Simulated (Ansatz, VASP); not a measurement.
One calculation of Si2C, two programs

```
CELL_PARAMETERS angstrom
1.87928 -1.87928 -3.02639
1.87928 -1.87928 3.02639
-3.75856 -3.75856 0.00000
ATOMIC_POSITIONS crystal
Si 0.29421 0.70579 0.00000
Si 0.79421 0.20579 0.50000
Si 0.70579 0.29421 0.00000
Si 0.20579 0.79421 0.50000
C 0.50000 0.50000 0.50000
C 0.00000 0.00000 0.00000
```

Alike in both runs: task single point; functional PBE; k mesh 6 × 6 × 4; occupations gaussian, width 0.1 eV; no spin polarisation.

```csv
,VASP,Ansatz
version,VASP 6.6.1,Ansatz 0.2.0
potentials or method,"VASP PAW PBE potentials, release 64 (Si, C)","scalar-relativistic, plane waves, PAW"
plane-wave cutoff (eV),520,420
valence electrons in the cell,24,24
```

|  | VASP | Ansatz | Ansatz less VASP |
| --- | --- | --- | --- |
| gap on the k mesh at the Fermi level (eV) | none | none | - |
| pressure (GPa) | -0.1 | 0.0 | +0.05 |
| largest component of the traceless stress (GPa) | 0.19 | 0.33 | +0.132 |
| rms of the force components (eV/Å) | 0.032 | 0.030 | -0.0023 |

A gap of «none» marks a metal or a gap that the smearing closes. With one functional, cell and mesh, what is left measures potentials, basis and numerics.
